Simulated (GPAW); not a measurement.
# TePb: band structure with revPBE

TePb:

```xyz
2
Lattice="4.0023 0.0000 0.0000 0.0000 4.0023 0.0000 0.0000 0.0000 4.0023" Properties=species:S:1:pos:R:3 pbc="T T T"
Pb    0.0000    0.0000    0.0000
Te    2.0011    2.0011    2.0011
```

Measurements of this composition are mostly on another form, of space group No. 225.

| Property | Result |
| --- | --- |
| Program | GPAW 26.7.0 |
| Task | band structure |
| Functional | revPBE |
| Potentials or basis | the program's PAW data sets (release 1.2.1) made for this functional |
| Cutoff | 600 eV |
| Basis | pw |
| k mesh | 7 × 7 × 7 |
| Occupations | fermi-dirac, width 0.05 eV |
| Spin | no spin polarisation |
| Maxiter | 150 |
| Band path | GXMGRX,MR |
| Band points | 60 |

```json
{
  "Pressure": "0.9 GPa",
  "Band gap along the path": "none (metal or under the smearing width)"
}
```

Levels at the corners of the path, in eV from the Fermi level:
| point | band 7 | band 8 | band 9 | band 10 | band 11 | band 12 | band 13 | band 14 |
| --- | --- | --- | --- | --- | --- | --- | --- | --- |
| Γ | -6.68 | -1.57 | -1.57 | -1.57 | 4.04 | 4.04 | 5.24 | 5.24 |
| X | -8.97 | -0.74 | -0.16 | -0.16 | 0.22 | 2.32 | 2.32 | 5.38 |
| M | -7.81 | -4.38 | -4.38 | 0.22 | 3.51 | 3.72 | 3.72 | 6.06 |
| Γ | -6.68 | -1.57 | -1.57 | -1.57 | 4.04 | 4.04 | 5.24 | 5.24 |
| R | -7.06 | -2.47 | -2.47 | -2.47 | -1.03 | -1.03 | -1.03 | 13.59 |
| X | -8.97 | -0.74 | -0.16 | -0.16 | 0.22 | 2.32 | 2.32 | 5.38 |
| M | -7.81 | -4.38 | -4.38 | 0.22 | 3.51 | 3.72 | 3.72 | 6.06 |
| R | -7.06 | -2.47 | -2.47 | -2.47 | -1.03 | -1.03 | -1.03 | 13.59 |

Run time: 82 s on 1 thread of Arm Neoverse N1, on a shared host, peak memory 0.28 GiB.

Caveat: spin-orbit coupling is left out, which moves the levels of the heavy elements.
